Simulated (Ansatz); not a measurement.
# CsBr: the cost of one run

Method: DFT r²SCAN, frozen-core PAW, scalar-relativistic unless said, in Ansatz 0.2.0.

The COD entry's cell or inner coordinates are ideal or old and differ from later refinements, so a difference from it is no clean test against experiment.

**1. The structure to begin with**

Symmetry: Pm-3m, No. 221, cubic system. Conventional cell: a = 4.286 Å, b = 4.286 Å, c = 4.286 Å, α = 90.00°, β = 90.00°, γ = 90.00°. Cs (site symmetry m-3m) is surrounded by 8 Br at 3.71 Å. Around Br (site symmetry m-3m) lie 8 Cs at 3.71 Å.

Coordinates:

```
CELL_PARAMETERS angstrom
4.28600 0.00000 0.00000
0.00000 4.28600 0.00000
0.00000 0.00000 4.28600
ATOMIC_POSITIONS crystal
Cs 0.00000 0.00000 0.00000
Br 0.50000 0.50000 0.50000
```

Cartesian axes are those of the input's lattice vectors. The structure goes back to a database entry.

**2. Cell and atoms relaxed, PAW**

File input.yaml:

```yaml
crystal:
  lattice:
    - [4.286, 0.0, 0.0]
    - [0.0, 4.286, 0.0]
    - [0.0, 0.0, 4.286]
  atoms:
    - { symbol: Cs, position: [0.0, 0.0, 0.0] }
    - { symbol: Br, position: [0.5, 0.5, 0.5] }
kpoints:
  mp_grid: { grid: [8, 8, 8] }
scf:
  occupations: { method: fermi_dirac, width: 0.1 }
hamiltonian:
  xc: r2scan
  pseudopotentials: { kind: paw }
relax:
  f_tol: 0.002
  max_steps: 80
  cell: {}
output:
  forces: true
  stress: true
```

The run is started by

```
ansatz run input.yaml --threads 1 --pin off --max-ram 3072MiB --backend cpu --events-out ev --progress --plain --runs-dir out
```

**Question.** How long does this run take on 1 thread of Intel Xeon Platinum 8375C at 2.90GHz (Ice Lake), shared host, and how much memory does it need?

About 16 s, with a peak of 0.55 GiB.
